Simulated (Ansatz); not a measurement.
# ZnS: the cost of one run

Computed with Ansatz 0.2.0 (DFT PBE, scalar-relativistic, plane waves, PAW, unless a step's input says otherwise).

The COD entry's cell or inner coordinates are ideal or old and differ from later refinements, so a difference from it is no clean test against experiment.

1 further run of the same task is left out (set aside as unsound or not needed).

## (1) The starting structure

It takes space group F-43m (No. 216, cubic). Conventional cell: a = 5.443 Å, b = 5.443 Å, c = 5.443 Å, α = 90.00°, β = 90.00°, γ = 90.00°. Around Zn (site symmetry -43m) lie 4 S at 2.36 Å. S (site symmetry -43m) is surrounded by 4 Zn at 2.36 Å.

Coordinates:

```cif
data_structure
_symmetry_space_group_name_H-M 'P 1'
_symmetry_Int_Tables_number 1
_cell_length_a 3.8488
_cell_length_b 3.8488
_cell_length_c 3.8488
_cell_angle_alpha 60.000
_cell_angle_beta 60.000
_cell_angle_gamma 60.000
_cell_volume 40.31
loop_
_atom_site_label
_atom_site_type_symbol
_atom_site_fract_x
_atom_site_fract_y
_atom_site_fract_z
_atom_site_occupancy
Zn1 Zn 0.25000 0.25000 0.25000 1
S1 S 0.00000 0.00000 0.00000 1
```

This cell was relaxed beforehand with the same method: volume 20.16 Å³/atom, gap on the mesh 2.02 eV.

## (2) The [111] wire, 18 host atoms a period

The wire is cut from the relaxed crystal, periodic along c with vacuum across. Atoms and period relax; energies count from the bulk, -2111.3672 eV an atom.

The cell holds 9 Zn, 9 S: a = 14.600 Å, b = 13.100 Å, c = 9.427 Å, α = 90.00°, β = 90.00°, γ = 90.00°.

## (3) Relaxing it

Pressure and volume refer to the whole cell with its vacuum; only the period along c may change.

Input file input.yaml:

```yaml
crystal:
  lattice:
    - [14.6, 0.0, 0.0]
    - [0.0, 13.1, 0.0]
    - [0.0, 0.0, 9.4274868264]
  atoms:
    - { symbol: Zn, position: [0.3097534285, 0.5, 0.0833333333], spin: 0.3 }
    - { symbol: Zn, position: [0.6141479429, 0.5, 0.4166666667], spin: 0.3 }
    - { symbol: S, position: [0.6902465715, 0.6468990603, 0.0], spin: 0.3 }
    - { symbol: S, position: [0.5380493143, 0.3531009397, 0.3333333333], spin: 0.3 }
    - { symbol: S, position: [0.3858520571, 0.6468990603, 0.6666666667], spin: 0.3 }
    - { symbol: Zn, position: [0.4619506857, 0.5, 0.75], spin: 0.3 }
    - { symbol: S, position: [0.6902465715, 0.3531009397, 0.0], spin: 0.3 }
    - { symbol: S, position: [0.5380493143, 0.6468990603, 0.3333333333], spin: 0.3 }
    - { symbol: S, position: [0.3858520571, 0.3531009397, 0.6666666667], spin: 0.3 }
    - { symbol: Zn, position: [0.5380493143, 0.6468990603, 0.0833333333], spin: 0.3 }
    - { symbol: Zn, position: [0.3858520571, 0.3531009397, 0.4166666667], spin: 0.3 }
    - { symbol: Zn, position: [0.6902465715, 0.3531009397, 0.75], spin: 0.3 }
    - { symbol: S, position: [0.4619506857, 0.5, 0.0], spin: 0.3 }
    - { symbol: Zn, position: [0.5380493143, 0.3531009397, 0.0833333333], spin: 0.3 }
    - { symbol: Zn, position: [0.3858520571, 0.6468990603, 0.4166666667], spin: 0.3 }
    - { symbol: Zn, position: [0.6902465715, 0.6468990603, 0.75], spin: 0.3 }
    - { symbol: S, position: [0.3097534285, 0.5, 0.3333333333], spin: 0.3 }
    - { symbol: S, position: [0.6141479429, 0.5, 0.6666666667], spin: 0.3 }
basis:
  ecutwfc: 420
kpoints:
  mp_grid: { grid: [1, 1, 4] }
hamiltonian:
  xc: pbe
scf:
  occupations: { method: gaussian, width: 0.05 }
  lower_state_search: "off"
output:
  forces: true
  stress: true
  eigenvalues: true
  populations: true
  write_density: true
  write_potential: true
  elf: true
  volumetric_format: npy
magnetization:
  spin_polarized: true
relax:
  adjacent_minimum: "off"
  f_tol: 0.02
  max_steps: 45
  cell: { fix: [a, b, alpha, beta, gamma], stress_tol: 0.03 }
```

On the command line:

```console
$ ansatz run input.yaml --threads 4 --pin off --max-ram 11264MiB --backend cpu --events-out ev --progress --plain --runs-dir out
```

What time and memory should one allow on 4 threads of Arm Neoverse V1, shared host?

About 20 min, with a peak of 3.5 GiB.
